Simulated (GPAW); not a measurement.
Runs of GPAW 26.7.0 on Se. Symmetry: P3_121, No. 152, trigonal system. Conventional cell: a = 4.366 Å, b = 4.366 Å, c = 4.954 Å, α = 90.00°, β = 90.00°, γ = 120.00°. Se (site symmetry 2) has 2 Se at 2.37 Å as nearest neighbours. 

```tsv
task	level	potentials or basis	cell	optimizer	fmax	max steps	convergence	band path	gap on the mesh (eV)	pressure (GPa)	relaxed volume (Å³/atom)	largest force (eV/Å)
relaxation of cell and atoms	revPBE+D3(BJ)	the program's PAW data sets (release 1.2.1) made for this functional, pw	relaxed	BFGS	0.02 eV/Å	60	density=1e-05 forces=0.0001	-	0.88	-0.1	23.28	0.02
relaxation of cell and atoms	revPBE+D4	the program's PAW data sets (release 1.2.1) made for this functional, pw	relaxed	BFGS	0.02 eV/Å	60	density=1e-05 forces=0.0001	-	0.88	0.0	(b)	0.01
band structure	r2SCAN	GPAW PAW data sets (gpaw-data 1.2.1), pw	as given	-	-	-	-	GMKGALHA,LM,KH	1.45	1.3	-	0.05
band structure	BLYP	PAW data sets generated in the run's folder for this functional, pw	as given	-	-	-	-	GMKGALHA,LM,KH	(c)	(a)	-	0.69
```

Alike in all rows: no spin polarisation; k mesh 7 × 7 × 6; cutoff (eV) 600; smearing fermi-dirac 0.05 eV.

Problem. Estimate the missing entries.

Solution. (a) 6.2; (b) 23.27; (c) 1.22.

Caveats: later steps reuse the first step's grids (some runs); an odd mesh through Γ misses points on the zone boundary, where band edges often lie (some runs); the volume moved by -15 % from the deposited cell, more than functionals usually miss (some runs); the mesh misses the band edges, which the band path finds closer together (some runs); the PAW data sets were made with another functional, which shifts forces and pressure a little (some runs).

A k mesh can miss the band edges, and the runs leave out spin-orbit coupling on Se.

Runs at the PBE level aren't shown here.
